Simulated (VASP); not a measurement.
# W2C (P-3m1) in VASP: a series of runs, part 2 of 2

VASP 6.6.1. Earlier steps stand in the parts before.

### Step 3. Optical spectrum, r2SCAN+D4, spin-orbit coupling, no magnetisation

INCAR

```
ALGO = Normal ; CSHIFT = 0.1
EDIFF = 1E-7 ; ENCUT = 520
GGA_COMPAT = F ; ISIF = 2
ISMEAR = -5 ; IVDW = 13
LASPH = T ; LCHARG = F
LMAXMIX = 4 ; LMIXTAU = T
LNONCOLLINEAR = T ; LOPTICS = T
LORBIT = 11 ; LREAL = On
LSORBIT = T ; LWAVE = F
MAGMOM = 0 0 0 0 0 0 0 0 0 ; METAGGA = R2SCAN
NBANDS = 96 ; NEDOS = 2000
NELM = 80 ; PREC = Accurate
SIGMA = 0.05 ; VDW_A1 = 0.51559235
VDW_A2 = 5.77342911 ; VDW_S6 = 1.0
VDW_S8 = 0.6018749
```

KPOINTS

```
k-points
0
Gamma
  7 7 5
```

POSCAR

```
W2C
1.0
    3.0700456420      0.0000000000      0.0000000000
   -1.5350228210      2.6587375167      0.0000000000
    0.0000000000      0.0000000000      4.6784280000
W C
2 1
Direct
    0.6666666667      0.3333333333      0.2536690000
    0.3333333333      0.6666666667      0.7463310000
    0.0000000000      0.0000000000      0.0000000000
```

Potentials or basis: VASP PAW PBE potentials, release 64 (W_sv, C).

Run with:

```console
cat potpaw_PBE.64/W_sv/POTCAR potpaw_PBE.64/C/POTCAR > POTCAR
mpirun -np 1 vasp_ncl > vasp.out
```

OUTCAR:

```text
EDIFF = 1E-7
   ENCUT = 520
   ISIF = 2
   ISMEAR = -5
   IVDW = 13
   LASPH = T
   LNONCOLLINEAR = T
   LORBIT = 11
   LREAL = On
   LSORBIT = T
   METAGGA = R2SCAN
   NELM = 80
   PREC = Accurate

 ion  position               nearest neighbor table
   1  0.667  0.333  0.254-   3 2.13   3 2.13   3 2.13   2 2.91   2 2.91   2 2.91   2 2.96   2 2.96
                             2 2.96
   2  0.333  0.667  0.746-   3 2.13   3 2.13   3 2.13   1 2.91   1 2.91   1 2.91   1 2.96   1 2.96
                             1 2.96
   3  0.000  0.000  0.000-   1 2.13   2 2.13   2 2.13   1 2.13   1 2.13   2 2.13

  LATTYP: Found a hexagonal cell.
 ALAT       =     3.0700456420
 C/A-ratio  =     1.5238952594

  Lattice vectors:

 A1 = (   3.0700456420,   0.0000000000,   0.0000000000)
 A2 = (  -1.5350228210,   2.6587375167,   0.0000000000)
 A3 = (   0.0000000000,   0.0000000000,   4.6784280000)

Analysis of symmetry for initial positions (statically):
=====================================================================
 Subroutine PRICEL returns:
 Original cell was already a primitive cell.

 Routine SETGRP: Setting up the symmetry group for a
 hexagonal supercell.
[... 1380 lines left out ...]
    -0.0260651    -0.0071206     0.0000000    -0.0071206     0.0000000
 l=   3
     0.0000000     0.0000000     0.0000000     0.0000000     0.0000000     0.0000000     0.0000000
     0.0000000     0.0000000     0.0000000     0.0000000     0.0000000     0.0000000     0.0000000
     0.0000000     0.0000000     0.0000000     0.0000000     0.0000000     0.0000000     0.0000000
     0.0000000     0.0000000     0.0000000     0.0000000     0.0000000     0.0000000     0.0000000
[... 29 lines left out ...]
 l=   2
     0.0000000     0.0000000     0.0000000     0.0000000     0.0000000
     0.0000000     0.0000000     0.0000000     0.0000000     0.0000000
     0.0000000     0.0000000     0.0000000     0.0000000     0.0000000
     0.0000000     0.0000000     0.0000000     0.0000000     0.0000000
     0.0000000     0.0000000     0.0000000     0.0000000     0.0000000
 l=   3
     0.0000000     0.0000000     0.0000000     0.0000000     0.0000000     0.0000000     0.0000000
     0.0000000     0.0000000     0.0000000     0.0000000     0.0000000     0.0000000     0.0000000
     0.0000000     0.0000000     0.0000000     0.0000000     0.0000000     0.0000000     0.0000000
     0.0000000     0.0000000     0.0000000     0.0000000     0.0000000     0.0000000     0.0000000
     0.0000000     0.0000000     0.0000000     0.0000000     0.0000000     0.0000000     0.0000000
     0.0000000     0.0000000     0.0000000     0.0000000     0.0000000     0.0000000     0.0000000
     0.0000000     0.0000000     0.0000000     0.0000000     0.0000000     0.0000000     0.0000000

 total charge

# of ion       s       p       d       tot
------------------------------------------
    1        2.336   6.263   2.697  11.295
    2        2.336   6.263   2.697  11.295
    3        0.884   1.618   0.000   2.502
--------------------------------------------------
tot          5.555  14.144   5.394  25.093

 magnetization (x)

# of ion       s       p       d       tot
------------------------------------------
    1        0.000   0.000  -0.000  -0.000
    2        0.000   0.000  -0.000  -0.000
    3        0.000   0.000   0.000   0.000
--------------------------------------------------
tot          0.000   0.000  -0.000  -0.000

 magnetization (y)

# of ion       s       p       d       tot
------------------------------------------
    1        0.000   0.000   0.000   0.000
    2        0.000   0.000   0.000   0.000
    3        0.000   0.000   0.000   0.000
--------------------------------------------------
tot          0.000   0.000   0.000   0.000

 magnetization (z)

# of ion       s       p       d       tot
------------------------------------------
    1        0.000   0.000   0.000   0.000
    2        0.000   0.000   0.000   0.000
    3        0.000  -0.000   0.000  -0.000
--------------------------------------------------
tot          0.000  -0.000   0.000  -0.000
```

OSZICAR:

```text
N       E                     dE             d eps       ncg     rms          rms(c)
DAV:   1     0.342041366580E+03    0.34204E+03   -0.12760E+04  6144   0.802E+02
DAV:   2    -0.876198260640E+02   -0.42966E+03   -0.39977E+03  6192   0.300E+02
DAV:   3    -0.118831809448E+03   -0.31212E+02   -0.30260E+02  7048   0.867E+01
[... 13 lines left out ...]
DAV:  17    -0.107187247597E+03   -0.56481E-06   -0.19023E-07  6512   0.210E-03    0.551E-04
DAV:  18    -0.107187247733E+03   -0.13600E-06   -0.14115E-08  4712   0.576E-04    0.303E-04
DAV:  19    -0.107187247566E+03    0.16630E-06   -0.85413E-09  4344   0.444E-04    0.672E-05
DAV:  20    -0.107187247714E+03   -0.14823E-06   -0.10496E-09  3608   0.161E-04    0.637E-05
DAV:  21    -0.107187247684E+03    0.30189E-07   -0.20356E-10  3528   0.720E-05
   1 F= -.10771444E+03 E0= -.10771444E+03  d E =0.000000E+00  mag=    -0.0000    -0.0000     0.0000
```

It took 24 min on 1 thread of AMD EPYC 9R45 (Zen 5), shared host; peak memory 0.34 GiB.

These settings aren't checked as converged (typed here: LREAL = On): the numbers below hold their error.

What came out:

| Item | Value |
| --- | --- |
| Free energy | -107.7144 eV |
| Pressure | -50.2 GPa |
| Largest force | 9.148 eV/Å |
| Valence electrons inside the program's atomic spheres | W 11.29; C 2.50 |
| Dispersion energy per atom | -0.176 eV |

Caveat: a pressure of tens of GPa on the cell as given is suspect, and the run, the potentials or the cell itself is likely at fault; the PAW data sets were made with another functional, which shifts forces and pressure a little.
